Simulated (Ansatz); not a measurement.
Crystal: Hf.

```
Hf
1.0
     2.91381    0.00000    0.00000
     0.00000    2.91381    0.00000
     0.00000    0.00000    2.91381
Hf
1
Direct
  0.50000 0.50000 0.50000
```

The cell was built by a generator and needn't be a form met in nature.

A run of Ansatz 0.2.0 on this cell left the log below. Logs are shortened: lines on timing, memory, paths and dates and some standing lists are left out, and cuts for length are marked.

```text
Warning: output.stress: scf.convergence.dr2_threshold = 1e-7 eV (the SCF's general default) is looser than the 1e-10 eV advised for a printed stress (1e-10 eV for each atom of the cell: 1). What an SCF threshold leaves in a stress goes as its square root, and in the free energy as the threshold itself, and one threshold admits the most on a small cell: of the crystals measured, under no hybrid functional and no lock of the moments, on runs that ended without the residual-converged pass, on stresses that held no estimate of that error, the worst erred by over 100 MPa in a component at 1e-7 eV an atom and by under 5 at 1e-10. Set scf.convergence.dr2_threshold to 1e-10 eV or tighter. The threshold is an SCF's pass mark: one that does not reach it within its budget of iterations ends unconverged, or closes short of it on a stop that the run arms, and scf.convergence.dr2_threshold's page says what that costs each kind of run
Warning: output.stress: scf.exx.energy_threshold = 1e-6 eV is looser than the 1e-8 eV advised for a stress under a hybrid functional (1e-8 eV for each atom of the cell: 1). Every SCF of the exchange loop can meet its threshold on dr2 while the loop round them stops early: no threshold on dr2 bounds what that leaves in the stress. Set scf.exx.energy_threshold to 1e-8 eV or tighter. The threshold is the loop's pass mark: a loop that does not reach it within its budget of cycles ends unconverged, and scf.exx.energy_threshold's page has the law
GPUs: using 1 of 1 available (devices: 1).
Engine: ansatz 0.2.0, x86_64-unknown-linux-gnu
Pseudopotentials: kind: paw
Pseudopotential: Hf, paw, valence charge 26, recommended cutoff 420 eV (normal), Hf.paw.azcp
Functional definition: B3LYP
  parameter a0 = 0.2
  parameter ax = 0.72
  parameter ac = 0.81
  exchange = (1 - a0 - ax)*slater_x + ax*b88_x + a0*exact_x
  correlation = (1 - ac)*vwn_rpa_c + ac*lyp_c
device memory: the entry about to start is reckoned to put 0.4 GiB on a device that reports 62.6 GiB free (of which the cap on the GPU budget leaves the run 18.0 GiB)
GPU FFT provider: cuFFT
GPU libraries: cuBLAS 13.8.2, cuFFT 12.4.0, cuSOLVER 12.3.4
Crystal: 1 atoms, lattice volume = 24.739 Å³
Basis set: ecut = 420 eV, 461 PW (Γ), exchange–correlation on 40×40×40 points (8 copies of the dense FFT grid, shifted against one another)
Bands: 17, of which v1, the nominal top of the filled ones, is band 13 counted from 1 (12 counted from 0)
Symmetry: 48 space group operations
Space group: Pm-3m (ITA 221), of the structure as read, at distance tolerance 2.9e-5 Å
k-points: 10 of 125
Non-local potential: Hf, projectors of the file, l = 0: 3, l = 1: 2, l = 2: 2, l = 3: 3
PAW form: soft (Blöchl's): semilocal exchange-correlation on the pseudo side does not see the compensation charge
PAW frozen core: Hf, regenerated for the run's functional, and the local potential with it (the file was generated under x = pbe(κ = 0.804, μ = 0.2195149727645171), c = pbe(β = 0.06672455060314922))
[... 79 lines left out ...]
hybrid outer 4: dexx = +7.792e-10 eV, tail = 1.49e-9 eV, Δε = 2.97e-4 eV (about 1.10e-4 eV left of the loop's levels), ΔF = 3.47e-29 eV/Å (tail inf)
hybrid SCF converged: 4 outer / 18 inner (+7 warm-up), last move |dexx| = 7.79e-10 eV, tail = 1.49e-9 eV
Stability not checked: this state was not tested for a lower state beside it, because the functional holds exact exchange (a hybrid, or Hartree-Fock), whose exchange loop this test does not read (fock_operator; see scf.lower_state_search)
Free energy (F): -15732.210427 eV
Frozen-core exchange: fock
Harris-Foulkes:  -15732.210427 eV  (|F-HF|=3.51e-10)
Internal energy: -15732.207258 eV  (E = F + TS)
E sigma→0 (E₀):  -15732.208842 eV
Entropy (-TS):   -0.003169 eV (-3.169 meV/atom)
Fermi energy:    17.578957 eV
--- Per-component energies (eV) ---
  E_band       = -85.032469
  E_kinetic    = 423.028192
  E_local      = -5502.122964  (includes V_loc(G=0)·N_el)
  E_nonlocal   = -1255.613662
  E_hartree    = 2570.215184
  E_xc         = -243.726121
  E_vxc        = -214.218789  (∫ρ·V_xc dr)
  E_exx        = -99.884773  (= α·E_x^exact, valence–valence)
  E_paw        = -6885.963485  (= ΣΔE_a)
  E_vpaw       = 1523.233341  (= ΣTr[D̂ρ^β])
  E_aug_tail   = -0.000001  (compensation charges beyond the density's cutoff)
  E_ewald      = -4739.277545
  E_core_change = 1.137917  (= ΣΔE_core)
  E_smearing   = -0.003169  (= −TS)
  E_closure    = 0.000000  (closes the sum)
  Σ components = -15732.210427   (vs F -15732.210427, Δ=0.00e0)
--- Forces (eV/Å), atoms counted from 1 ---
  atom   1  Hf    -0.00000000    -0.00000000     0.00000000
  max |Σ_I F_I| component: 4.10e-29 eV/Å
--- Stress (GPa, compression-positive) ---
        3.431992      -0.000000       0.000000
       -0.000000       3.431992      -0.000000
        0.000000       0.000000       3.431992
  P = ⅓ Tr σ = 3.4320 GPa (34.320 kbar)
--- Band table (eV; the first three rows and the last of 10) ---
  k-point 0: bands = ["-47.4659", "-14.5655", "-14.5655", "-14.5655", "2.6699", "2.6699", "2.6699", "2.7081", "2.7169", "2.7169", "2.7169", "10.0710", "15.5241", "15.5241", "24.9410", "24.9410", "24.9410"]
  k-point 1: bands = ["-47.4425", "-14.9411", "-14.5331", "-14.5331", "2.6609", "2.6790", "2.6790", "2.6833", "2.7041", "2.7263", "2.7263", "11.1339", "15.9299", "16.5302", "23.3237", "23.3237", "25.0702"]
  k-point 2: bands = ["-47.4044", "-15.5098", "-14.4795", "-14.4795", "2.6378", "2.6465", "2.6883", "2.6883", "2.6976", "2.7480", "2.7480", "13.2398", "16.6970", "17.3728", "21.5844", "21.5844", "25.2869"]
  k-point 9: bands = ["-47.2873", "-15.2618", "-15.2439", "-15.2439", "2.6629", "2.6780", "2.6788", "2.6788", "2.7150", "2.7150", "2.7187", "15.7610", "16.6148", "16.6148", "24.4115", "24.4115", "25.4700"]
```

Question: What input gives this log?

Answer: Single point with B3LYP, no spin polarisation. The files as run (others can give the same):

input
```
crystal:
  lattice:
    - [2.91381, 0.0, 0.0]
    - [0.0, 2.91381, 0.0]
    - [0.0, 0.0, 2.91381]
  atoms:
    - { symbol: Hf, position: [0.5, 0.5, 0.5] }
hamiltonian:
  xc: b3lyp
  pseudopotentials: { kind: paw }
kpoints:
  mp_grid: { grid: [5, 5, 5] }
scf:
  occupations: { method: fermi_dirac, width: 0.05 }
output:
  forces: true
  stress: true
  eigenvalues: true
```

Caveat: the k mesh is coarse (spacing up to 0.43 Å⁻¹), so the values aren't converged, least of all with exact exchange; the PAW data sets come from PBE, with cores solved anew for the run's functional, which leaves a small shift of forces and pressure; the thresholds are loose for stress.
